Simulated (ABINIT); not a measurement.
# GaN (F-43m) in ABINIT: notebook

The runs below take GaN through band structure, equation of state, with PBEsol, LDA-VWN, PBE.

Everything below comes from runs of ABINIT 10.8.3 (patched build). Logs are shortened: lines on timing, memory, paths and dates and some standing lists are left out, and cuts for length are marked. The log counts tension as positive stress, the text compression.

**The experiment to reproduce.**

From a printed reference work, textbook, for a bulk crystal of GaN at 0 K: band gap 3.299 eV (direct).

The runs below are set against these values where they give the same quantity.

### 1 Starting point

Symmetry: F-43m, No. 216, cubic system. The conventional cell has a = 4.507 Å, b = 4.507 Å, c = 4.507 Å, α = 90.00°, β = 90.00°, γ = 90.00°. Around Ga (site symmetry -43m) lie 4 N at 1.95 Å. Around N (site symmetry -43m) lie 4 Ga at 1.95 Å.

The cell is a database's computed one.

### 2 Band structure, PBEsol, spin-orbit coupling, no magnetisation

File run.abi:

```
ndtset 2

pp_dirpath "./"
pseudos "Ga.GGA_PBE-JTH.xml, N.GGA_PBE-JTH.xml"

acell 3.1869311219 3.1869311219 3.1869311219 Angstrom
rprim
     0.0000000000     0.7071067812     0.7071067812
     0.7071067812     0.0000000000     0.7071067812
     0.7071067812     0.7071067812     0.0000000000
ntypat 2
znucl 31 7
natom 2
typat 1 2
xred
     0.0000000000     0.0000000000     0.0000000000
     0.2500000000     0.2500000000     0.2500000000

ecut 26.0
pawecutdg 48.0
pawxcdev 0

ixc -116133

occopt 3
tsmear 0.05 eV

nspinor 2
nspden 1
pawspnorb 1

nstep 100

iomode 3
prtwf 0
prteig 0
prtebands 0
prtden1 1

kptopt1 4
ngkpt1 10 10 10
nshiftk1 1
shiftk1 0.0 0.0 0.0
nband1 26
tolvrs1 1.0e-9

iscf2 -2
getden2 1
nband2 38
nbdbuf2 8
tolwfr2 1.0e-11
kptopt2 -9
ndivsm2 5
prteig2 1
prtvol2 -3
kptbounds2
     0.0000000000     0.0000000000     0.0000000000
     0.5000000000     0.0000000000     0.5000000000
     0.5000000000     0.2500000000     0.7500000000
     0.3750000000     0.3750000000     0.7500000000
     0.0000000000     0.0000000000     0.0000000000
     0.5000000000     0.5000000000     0.5000000000
     0.6250000000     0.2500000000     0.6250000000
     0.5000000000     0.2500000000     0.7500000000
     0.5000000000     0.5000000000     0.5000000000
     0.3750000000     0.3750000000     0.7500000000
```

Potentials or basis: JTH PAW PBE v2.0.

Started as:

```console
abinit run.abi > log 2>&1
```

run.abo:

```text
.Version 10.8.3 of ABINIT
 DATASET    1 : space group F2 3 (#196); Bravais cF (face-center cubic)
================================================================================
 Values of the parameters that define the memory need for DATASET  1.
     intxc =       0    ionmov =       0      iscf =      17    lmnmax =      18
     lnmax =       6     mgfft =      30  mpssoang =       3    mqgrid =    3001
     natom =       2  nloc_mem =       2    nspden =       1   nspinor =       2
    nsppol =       1      nsym =      12    n1xccc =       1    ntypat =       2
    occopt =       3   xclevel =       2
       mpw =         990          nfft =       27000          nkpt =          95
 PAW method is used; the additional fine FFT grid is defined by:
   mgfftf=        40    nfftf =     64000
================================================================================
================================================================================

 DATASET    2 : space group F2 3 (#196); Bravais cF (face-center cubic)
================================================================================
 Values of the parameters that define the memory need for DATASET  2.
     intxc =       0    ionmov =       0      iscf =      -2    lmnmax =      18
     lnmax =       6     mgfft =      30  mpssoang =       3    mqgrid =    3001
     natom =       2  nloc_mem =       2    nspden =       1   nspinor =       2
    nsppol =       1      nsym =      12    n1xccc =       1    ntypat =       2
    occopt =       3   xclevel =       2
       mpw =         992          nfft =       27000          nkpt =          87
 PAW method is used; the additional fine FFT grid is defined by:
   mgfftf=        40    nfftf =     64000
================================================================================
================================================================================

--------------------------------------------------------------------------------
------------- Echo of variables that govern the present computation ------------
--------------------------------------------------------------------------------
 -outvars: echo values of preprocessed input variables --------
            acell      6.0224270025E+00  6.0224270025E+00  6.0224270025E+00 Bohr
              amu      6.97230000E+01  1.40067400E+01
             ecut      2.60000000E+01 Hartree
           getden1          0
           getden2          1
             iscf1         17
             iscf2         -2
              ixc     -116133
           jdtset        1    2
           kptopt1          4
           kptopt2         -9
         kptrlatt       10    0    0      0   10    0      0    0   10
          kptrlen1     6.02242700E+01
          kptrlen2     3.00000000E+01
            natom           2
            nband1         26
            nband2         38
           nbdbuf1          0
           nbdbuf2          8
           ndtset           2
           ndivsm1          0
           ndivsm2          5
            ngfft          30      30      30
          ngfftdg          40      40      40
             nkpt1         95
             nkpt2         87
          nspinor           2
            nstep         100
             nsym          12
           ntypat           2
           occopt           3
        pawcpxocc           2
        pawecutdg      4.80000000E+01 Hartree
        pawspnorb           1
         pawxcdev           0
        prtebands           0
           prteig1          0
           prteig2          1
           prtvol1          0
           prtvol2         -3
            prtwf           0
[... 224 lines left out ...]
- sigma(1 1)=  5.39754542E-01  sigma(3 2)=  0.00000000E+00
- sigma(2 2)=  5.39754542E-01  sigma(3 1)=  0.00000000E+00
- sigma(3 3)=  5.39754542E-01  sigma(2 1)=  0.00000000E+00

================================================================================
== DATASET  2 ==================================================================

--- !DatasetInfo
iteration_state: {dtset: 2, }
dimensions: {natom: 2, nkpt: 87, mband: 38, nsppol: 1, nspinor: 2, nspden: 1, mpw: 992, }
cutoff_energies: {ecut:  26.0, pawecutdg:  48.0, }
electrons: {nelect:   1.80000000E+01, charge:   0.00000000E+00, occopt:   3.00000000E+00, tsmear:   1.83746611E-03, }
meta: {optdriver: 0, ionmov: 0, optcell: 0, iscf: -2, paral_kgb: 0, }
...

 mkfilename : getden/=0, take file _DEN from output of DATASET   1.

 Real(R)+Recip(G) space primitive vectors, cartesian coordinates (Bohr,Bohr^-1):
 R(1)=  0.0000000  4.2584990  4.2584990  G(1)= -0.1174123  0.1174123  0.1174123
 R(2)=  4.2584990  0.0000000  4.2584990  G(2)=  0.1174123 -0.1174123  0.1174123
 R(3)=  4.2584990  4.2584990  0.0000000  G(3)=  0.1174123  0.1174123 -0.1174123
 Unit cell volume ucvol=  1.5445417E+02 bohr^3
 Angles (23,13,12)=  6.00000000E+01  6.00000000E+01  6.00000000E+01 degrees

 Coarse grid specifications (used for wave-functions):

 getcut: wavevector=  0.0000  0.0000  0.0000  ngfft=  30  30  30
         ecut(hartree)=     26.000   => boxcut(ratio)=   2.17260

 Fine grid specifications (used for densities):

 getcut: wavevector=  0.0000  0.0000  0.0000  ngfft=  40  40  40
         ecut(hartree)=     48.000   => boxcut(ratio)=   2.12962
--------------------------------------------------------------------------------

================================================================================
 Non-SCF case, kpt    1 (  0.00000  0.00000  0.00000), residuals and eigenvalues=
  2.27E-12  5.20E-12  2.13E-12  6.20E-12  5.56E-12  6.27E-12  2.97E-12  6.95E-12
  2.99E-12  3.84E-12  3.78E-12  6.62E-12  2.64E-12  3.15E-12  4.64E-12  3.37E-12
  2.44E-12  5.66E-12  6.07E-12  6.81E-12  2.67E-12  8.72E-12  4.44E-12  7.24E-12
  1.82E-12  7.06E-12  3.09E-12  8.60E-12  7.66E-12  5.50E-12  5.40E-12  6.05E-12
  5.13E-12  5.86E-12  3.32E-12  3.53E-11  6.07E-11  1.16E-10
 -3.7915E-01 -3.7915E-01 -2.9302E-01 -2.9302E-01 -2.9302E-01 -2.9302E-01
 -2.7999E-01 -2.7999E-01 -2.7107E-01 -2.7107E-01 -2.7107E-01 -2.7107E-01
  2.0631E-01  2.0631E-01  2.0669E-01  2.0669E-01  2.0669E-01  2.0669E-01
  2.6764E-01  2.6764E-01  5.7289E-01  5.7289E-01  5.8481E-01  5.8481E-01
  5.8481E-01  5.8481E-01  8.4525E-01  8.4525E-01  8.9181E-01  8.9181E-01
[... 1106 lines left out ...]
  1.1977E+00  1.1979E+00
 Non-SCF case, kpt   87 (  0.37500  0.37500  0.75000), residuals and eigenvalues=
  7.61E-12  8.68E-12  8.68E-12  5.10E-12  1.60E-12  6.93E-12  9.87E-12  3.07E-12
  5.03E-12  3.85E-12  2.03E-12  5.80E-12  3.72E-12  3.82E-12  1.63E-12  8.68E-12
  7.98E-12  1.97E-12  5.34E-12  7.45E-12  6.06E-12  6.59E-12  5.51E-12  3.88E-12
  6.48E-12  8.91E-12  1.90E-12  1.18E-12  8.44E-12  3.65E-12  9.92E-12  2.20E-12
  1.87E-11  3.05E-11  5.73E-09  2.88E-09  1.60E-07  4.59E-08
 -3.4009E-01 -3.3771E-01 -2.8976E-01 -2.8639E-01 -2.8448E-01 -2.7484E-01
 -2.7380E-01 -2.7119E-01 -2.7011E-01 -2.6736E-01 -2.0749E-01 -2.0424E-01
 -1.1277E-02 -1.0995E-02  4.6895E-02  4.8587E-02  1.2551E-01  1.2571E-01
  3.8523E-01  3.8525E-01  4.9271E-01  4.9279E-01  6.0757E-01  6.0867E-01
  6.7407E-01  6.7438E-01  6.9976E-01  7.0314E-01  9.5494E-01  9.5536E-01
  1.0414E+00  1.0473E+00  1.1041E+00  1.1058E+00  1.1558E+00  1.1559E+00
  1.2123E+00  1.2124E+00

--- !ResultsGS
iteration_state: {dtset: 2, }
comment   : Summary of ground state results
lattice_vectors:
- [  0.0000000,   4.2584990,   4.2584990, ]
- [  4.2584990,   0.0000000,   4.2584990, ]
- [  4.2584990,   4.2584990,   0.0000000, ]
lattice_lengths: [   6.02243,    6.02243,    6.02243, ]
lattice_angles: [ 60.000,  60.000,  60.000, ] # degrees, (23, 13, 12)
lattice_volume:   1.5445417E+02
convergence: {deltae:  0.000E+00, res2:  0.000E+00, residm:  9.995E-12, diffor:  0.000E+00, }
etotal    :  -8.90926328E+01
entropy   :   0.00000000E+00
fermie    :   2.38726206E-01
cartesian_stress_tensor: null
pressure_GPa: null
xred      :
- [  0.0000E+00,   0.0000E+00,   0.0000E+00, Ga]
- [  2.5000E-01,   2.5000E-01,   2.5000E-01,  N]
cartesian_forces: null
force_length_stats: {min: null, max: null, mean: null, }
...

 Integrated electronic density in atomic spheres:
 ------------------------------------------------
 Atom  Sphere_radius  Integrated_density
    1        2.10359         11.18956343
    2        1.20497          2.55567260

================================================================================

 ----iterations are completed or convergence reached----

 Mean square residual over all n,k,spin=   50.396E-13; max=  99.950E-13
 reduced coordinates (array xred) for    2 atoms
       0.000000000000      0.000000000000      0.000000000000
       0.250000000000      0.250000000000      0.250000000000

 cartesian coordinates (angstrom) at end:
    1      0.00000000000000     0.00000000000000     0.00000000000000
    2      1.12675030375641     1.12675030375641     1.12675030375641
 length scales=  6.022427002523  6.022427002523  6.022427002523 bohr
              =  3.186931121900  3.186931121900  3.186931121900 angstroms
 Eigenvalues (hartree) for nkpt=  87  k points:
 kpt#   1, nband= 38, wtk=  1.00000, kpt=  0.0000  0.0000  0.0000 (reduced coord)
  -0.37915   -0.37915   -0.29302   -0.29302   -0.29302   -0.29302   -0.27999   -0.27999
  -0.27107   -0.27107   -0.27107   -0.27107    0.20631    0.20631    0.20669    0.20669
   0.20669    0.20669    0.26764    0.26764    0.57289    0.57289    0.58481    0.58481
   0.58481    0.58481    0.84525    0.84525    0.89181    0.89181    0.89218    0.89218
   0.89218    0.89218    0.92935    0.92935    0.92935    0.92935
 kpt#   2, nband= 38, wtk=  1.00000, kpt=  0.0357  0.0000  0.0357 (reduced coord)
  -0.37842   -0.37842   -0.29302   -0.29302   -0.29279   -0.29279   -0.27986   -0.27986
  -0.27120   -0.27120   -0.27093   -0.27093    0.19867    0.19867    0.20483    0.20483
   0.20513    0.20513    0.27576    0.27576    0.57176    0.57176    0.58298    0.58298
   0.58638    0.58638    0.84544    0.84544    0.86360    0.86360    0.89518    0.89518
   0.89554    0.89554    0.93048    0.93048    0.95622    0.95622
 kpt#   3, nband= 38, wtk=  1.00000, kpt=  0.0714  0.0000  0.0714 (reduced coord)
  -0.37629   -0.37629   -0.29283   -0.29283   -0.29230   -0.29230   -0.27947   -0.27947
  -0.27134   -0.27134   -0.27072   -0.27072    0.18162    0.18162    0.20014    0.20014
   0.20057    0.20057    0.29336    0.29336    0.56245    0.56245    0.58459    0.58459
   0.59098    0.59098    0.80392    0.80392    0.87550    0.87550    0.90492    0.90492
[... 491 lines left out ...]
   0.65467    0.65469    0.72816    0.73194    0.92269    0.92308    1.02690    1.03032
   1.07280    1.07356    1.15990    1.16008    1.19191    1.19234
 kpt#  86, nband= 38, wtk=  1.00000, kpt=  0.3889  0.3889  0.7222 (reduced coord)
  -0.34044   -0.33796   -0.28980   -0.28638   -0.28493   -0.27497   -0.27394   -0.27166
  -0.26996   -0.26755   -0.20877   -0.20531   -0.01241   -0.01205    0.04742    0.04900
   0.13018    0.13039    0.39493    0.39509    0.49424    0.49434    0.59913    0.60045
   0.66578    0.66590    0.71057    0.71421    0.93611    0.93652    1.04067    1.04640
   1.09088    1.09240    1.16053    1.16067    1.19768    1.19786
 kpt#  87, nband= 38, wtk=  1.00000, kpt=  0.3750  0.3750  0.7500 (reduced coord)
  -0.34009   -0.33771   -0.28976   -0.28639   -0.28448   -0.27484   -0.27380   -0.27119
  -0.27011   -0.26736   -0.20749   -0.20424   -0.01128   -0.01099    0.04690    0.04859
   0.12551    0.12571    0.38523    0.38525    0.49271    0.49279    0.60757    0.60867
   0.67407    0.67438    0.69976    0.70314    0.95494    0.95536    1.04138    1.04729
   1.10408    1.10581    1.15580    1.15592    1.21229    1.21244

== END DATASET(S) ==============================================================
================================================================================

 -outvars: echo values of variables after computation  --------
            acell      6.0224270025E+00  6.0224270025E+00  6.0224270025E+00 Bohr
           etotal1    -8.9092632808E+01
            fcart1    -0.0000000000E+00 -0.0000000000E+00 -0.0000000000E+00
                      -0.0000000000E+00 -0.0000000000E+00 -0.0000000000E+00
            rprim      0.0000000000E+00  7.0710678120E-01  7.0710678120E-01
                       7.0710678120E-01  0.0000000000E+00  7.0710678120E-01
                       7.0710678120E-01  7.0710678120E-01  0.0000000000E+00
           strten1     1.8345883995E-05  1.8345883995E-05  1.8345883995E-05
                       0.0000000000E+00  0.0000000000E+00  0.0000000000E+00
           xangst      0.0000000000E+00  0.0000000000E+00  0.0000000000E+00
                       1.1267503038E+00  1.1267503038E+00  1.1267503038E+00
             xred      0.0000000000E+00  0.0000000000E+00  0.0000000000E+00
                       2.5000000000E-01  2.5000000000E-01  2.5000000000E-01
 Calculation completed.
```

Wall time 4.6 min (1 thread of Arm Neoverse V2, shared host); peak memory 0.2 GiB.

Results:

- Free energy: -2424.3340 eV
- Pressure: -0.5 GPa
- Band gap on the k mesh: 1.66 eV, direct
- Band gap along the path: 1.66 eV, direct
- Valence electrons inside the program's atomic spheres: Ga 11.19; N 2.56

Levels at the corners of the path, in eV from the valence-band top:
```tsv
point	band 15	band 16	band 17	band 18	band 19	band 20	band 21	band 22
Γ	0.00	0.00	0.00	0.00	1.66	1.66	9.96	9.96
X	-2.77	-2.77	-2.72	-2.72	3.21	3.21	6.54	6.54
W	-3.78	-3.76	-3.71	-3.68	6.10	6.10	8.33	8.34
K	-4.35	-4.30	-2.21	-2.20	4.86	4.86	7.78	7.78
Γ	0.00	0.00	0.00	0.00	1.66	1.66	9.96	9.96
L	-1.00	-1.00	-0.97	-0.97	4.54	4.54	8.62	8.62
U	-4.35	-4.30	-2.21	-2.20	4.86	4.86	7.78	7.78
W	-3.78	-3.76	-3.71	-3.68	6.10	6.10	8.33	8.34
L	-1.00	-1.00	-0.97	-0.97	4.54	4.54	8.62	8.62
K	-4.35	-4.30	-2.21	-2.20	4.86	4.86	7.78	7.78
```

Caveat: the PAW data sets were made with another functional, which shifts forces and pressure a little.

### 3 Band structure, LDA-VWN, spin-orbit coupling, no magnetisation

Edit run.abi of step 2 so:

```diff
@@ -1,7 +1,10 @@
+# Datasets: ground state, then fixed potential
 ndtset 2
 
+# Pseudopotentials
 pp_dirpath "./"
-pseudos "Ga.GGA_PBE-JTH.xml, N.GGA_PBE-JTH.xml"
+pseudos "Ga.LDA_PW-JTH.xml, N.LDA_PW-JTH.xml"
 
-acell 3.1869311219 3.1869311219 3.1869311219 Angstrom
+# Structure
+acell 6.0224269985 6.0224269985 6.0224269985
 rprim
@@ -14,12 +17,14 @@
 typat 1 2
-xred
+xcart
      0.0000000000     0.0000000000     0.0000000000
-     0.2500000000     0.2500000000     0.2500000000
+     1.1267503038     1.1267503038     1.1267503038 Angstrom
 
+# Plane-wave basis
 ecut 26.0
 pawecutdg 48.0
-pawxcdev 0
 
-ixc -116133
+# Exchange and correlation
+ixc -1007
 
+# Bands and occupations
 occopt 3
@@ -27,2 +32,3 @@
 
+# Spin
 nspinor 2
@@ -31,4 +37,6 @@
 
+# SCF cycle
 nstep 100
 
+# Output
 iomode 3
@@ -39,2 +47,3 @@
 
+# Dataset 1
 kptopt1 4
@@ -46,2 +55,3 @@
 
+# Dataset 2: bands along G-X-W-K-G-L-U-W-L-K
 iscf2 -2
@@ -52,5 +62,4 @@
 kptopt2 -9
-ndivsm2 5
+ndivsm2 8
 prteig2 1
-prtvol2 -3
 kptbounds2
```

Potentials or basis: JTH PAW LDA v2.0.

Started as:

```console
abinit run.abi > log 2>&1
```

It took 5.6 min on 1 thread of Arm Neoverse V2, shared host; peak memory 0.24 GiB.

The run converged. Its results:

```yaml
Free_energy: -2432.3190 eV
Pressure: -6.6 GPa
Band_gap_on_the_k_mesh: 1.73 eV, direct
Band_gap_along_the_path: 1.73 eV, direct
Valence_electrons_inside_the_program's_atomic_spheres: Ga 11.21; N 2.56
```

Levels at the corners of the path, in eV from the valence-band top:
| point | band 15 | band 16 | band 17 | band 18 | band 19 | band 20 | band 21 | band 22 |
| --- | --- | --- | --- | --- | --- | --- | --- | --- |
| Γ | 0.00 | 0.00 | 0.00 | 0.00 | 1.73 | 1.73 | 9.88 | 9.88 |
| X | -2.76 | -2.76 | -2.72 | -2.72 | 3.25 | 3.25 | 6.46 | 6.46 |
| W | -3.77 | -3.75 | -3.70 | -3.67 | 6.11 | 6.12 | 8.20 | 8.22 |
| K | -4.34 | -4.29 | -2.21 | -2.20 | 4.88 | 4.88 | 7.69 | 7.70 |
| Γ | 0.00 | 0.00 | 0.00 | 0.00 | 1.73 | 1.73 | 9.88 | 9.88 |
| L | -1.00 | -1.00 | -0.97 | -0.97 | 4.52 | 4.52 | 8.59 | 8.59 |
| U | -4.34 | -4.29 | -2.21 | -2.20 | 4.88 | 4.88 | 7.69 | 7.70 |
| W | -3.77 | -3.75 | -3.70 | -3.67 | 6.11 | 6.12 | 8.20 | 8.22 |
| L | -1.00 | -1.00 | -0.97 | -0.97 | 4.52 | 4.52 | 8.59 | 8.59 |
| K | -4.34 | -4.29 | -2.21 | -2.20 | 4.88 | 4.88 | 7.69 | 7.70 |

### 4 Equation of state, PBE

File run.abi:

```
# Datasets: one volume each
ndtset 7
getwfk -1
scalecart1 3*0.9795861087
scalecart2 3*0.9864848297
scalecart3 3*0.9932883884
scalecart4 3*1.0000000000
scalecart5 3*1.0066227096
scalecart6 3*1.0131594038
scalecart7 3*1.0196128224

# Pseudopotentials
pp_dirpath "./"
pseudos "31_Ga_13_1.9_2.4_pbe_n_v1.0.psp8, 07_N_5_1.2_1.4_pbe_n_v1.0.psp8"

# Structure
acell 3*1.0 Angstrom
rprim
     0.0000000000     2.2535006075     2.2535006075
     2.2535006075     0.0000000000     2.2535006075
     2.2535006075     2.2535006075     0.0000000000
ntypat 2
znucl 31 7
natom 2
typat 1 2
xred
     0.0000000000     0.0000000000     0.0000000000
     0.2500000000     0.2500000000     0.2500000000

# Plane-wave basis
ecut 952.398519 eV

# k points
kptopt 1
ngkpt 10 10 10
nshiftk 1
shiftk 0.0 0.0 0.0

# Exchange and correlation
ixc 11

# Bands and occupations
nband 13
occopt 3
tsmear 0.05 eV

# SCF cycle
nstep 100
tolvrs 1.0e-10

# Output
iomode 3
prtwf 1
prtden 0
prteig 0
prtebands 0
enunit 2
```

Potentials or basis: SPMS NC PBE v1.0.

Started as:

```console
abinit run.abi > log 2>&1
```

It took 2.6 min on 1 thread of Arm Neoverse V2, shared host; peak memory 0.12 GiB.

Results (log left out):

| Quantity | Value |
| --- | --- |
| Equilibrium volume | 11.80 Å³/atom |
| Bulk modulus | 171 GPa |
| Pressure derivative of the bulk modulus | 4.5 |

Energy against volume, from the lowest point:
```tsv
volume (Å³/atom)	energy (meV/atom)
10.757	57.55
10.986	33.51
11.215	16.42
11.444	5.52
11.673	0.22
11.902	0.00
12.131	4.24
```

Caveat: pressures at fixed basis lie under the slope of the energies.

### 5 The runs side by side

```tsv
task	level	potentials or basis	spin	cutoff (eV)	fine-grid cutoff	gap on the mesh (eV)	pressure (GPa)
band structure	PBEsol	JTH PAW PBE v2.0	SOC, no magnetisation	707	1306.15 eV	1.66	-0.5
band structure	LDA-VWN	JTH PAW LDA v2.0	SOC, no magnetisation	707	1306.15 eV	1.73	-6.6
equation of state	PBE	SPMS NC PBE v1.0	off	952	-	-	-
```

Alike in all rows: cell as given; k mesh 10 × 10 × 10; smearing fermi-dirac 0.05 eV.

Caveats: the PAW data sets were made with another functional, which shifts forces and pressure a little (some runs); pressures at fixed basis lie under the slope of the energies (some runs).

Total energies depend on the potentials used, so only differences within one code and one set of settings carry meaning.

### 6 Comparison with measurements

Step 2. Measured gap of GaN: 3.299 eV (direct; 0 K; a printed reference work, textbook). This calculation gives 1.66 eV (-1.64 eV). The value is that of PBEsol, without temperature or zero-point motion. Semilocal functionals fall short of measured gaps as a rule. The cell is a database's relaxed one, not the measured one, which moves gaps too.

Step 3. Measured gap of GaN: 3.299 eV (direct; 0 K; a printed reference work, textbook). This calculation gives 1.73 eV (-1.57 eV). The value is that of LDA-VWN, without temperature or zero-point motion. Semilocal functionals fall short of measured gaps as a rule. The cell is a database's relaxed one, not the measured one, which moves gaps too.
